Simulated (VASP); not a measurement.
The system is Ga.

```
Ga
1.0
     3.92301    0.00000    0.00000
     0.73983    3.51376    0.00000
    -1.04264   -0.33995    4.52608
Ga
3
Cartesian
  0.7027 2.1565 4.0332
  4.0665 1.9239 0.5560
  3.4949 1.6837 2.6944
```

The cell was built by a generator and needn't be a form met in nature.

The cell isn't the ideal one: random cell without symmetry.

* Program: VASP 6.6.1
* Task: relaxation of cell and atoms
* Functional: PBE
* Potentials or basis: VASP PAW PBE potentials, release 64 (Ga_d)
* Cutoff: 600 eV
* k mesh: 4 × 6 × 4
* Occupations: gaussian, width 0.1 eV
* Spin: no spin polarisation

At the start: pressure 40.7 GPa; volume 20.80 Å³/atom.

Q: Where does the relaxation end?

A: Over 65 steps the energy falls by 2093.5 meV/atom; space group P1 (No. 1, to 0.05 Å).

Step by step:
```csv
step,energy change (eV),largest force (eV/Å),pressure (GPa),volume (Å³)
1,0.0000,18.6308,40.70,62.39
3,-3.1270,3.6354,1.04,115.21
5,-4.2528,3.6843,0.82,86.08
7,-4.6833,3.7274,5.22,70.79
9,-5.3338,0.6290,-2.73,79.87
11,-5.5094,0.5858,-2.53,75.99
13,-5.7960,0.9928,0.17,66.87
15,-5.9008,0.9463,1.20,63.85
17,-5.9926,0.5062,0.21,64.19
19,-6.0282,0.3530,-1.57,66.02
21,-6.0845,0.3606,-0.50,63.90
23,-6.1145,0.2095,0.57,62.51
25,-6.1309,0.1323,0.00,63.00
27,-6.1319,0.1278,-0.29,63.36
29,-6.1362,0.0782,0.11,62.91
31,-6.1364,0.0881,0.15,62.79
33,-6.1417,0.1486,0.10,63.07
35,-6.1418,0.1771,0.14,63.13
37,-6.1462,0.2003,-0.11,63.38
39,-6.1541,0.3708,-0.86,64.46
41,-6.1592,0.3244,-0.58,64.15
43,-6.1687,0.3980,-0.12,63.70
45,-6.1842,0.3703,-0.21,63.64
47,-6.1808,0.3729,1.33,61.14
49,-6.2402,0.2579,0.07,62.45
51,-6.2618,0.1249,-0.01,62.47
53,-6.2659,0.0893,-0.04,62.51
55,-6.2673,0.0861,-0.13,62.54
57,-6.2698,0.0920,0.05,62.31
59,-6.2724,0.1020,0.05,62.14
61,-6.2775,0.0661,-0.09,62.54
63,-6.2798,0.0458,-0.14,62.51
65,-6.2804,0.0377,0.07,62.36
```

Final structure:
```cif
data_structure
_symmetry_space_group_name_H-M 'P 1'
_symmetry_Int_Tables_number 1
_cell_length_a 4.3878
_cell_length_b 2.8484
_cell_length_c 5.7452
_cell_angle_alpha 90.401
_cell_angle_beta 90.761
_cell_angle_gamma 60.292
_cell_volume 62.36
loop_
_atom_site_label
_atom_site_type_symbol
_atom_site_fract_x
_atom_site_fract_y
_atom_site_fract_z
_atom_site_occupancy
Ga1 Ga 0.40229 0.58261 0.86887 1
Ga2 Ga 0.89593 0.63892 0.13947 1
Ga3 Ga 0.89733 0.57461 0.60091 1
```

Caveat: the k mesh is coarse (spacing up to 0.42 Å⁻¹), so the values aren't converged.
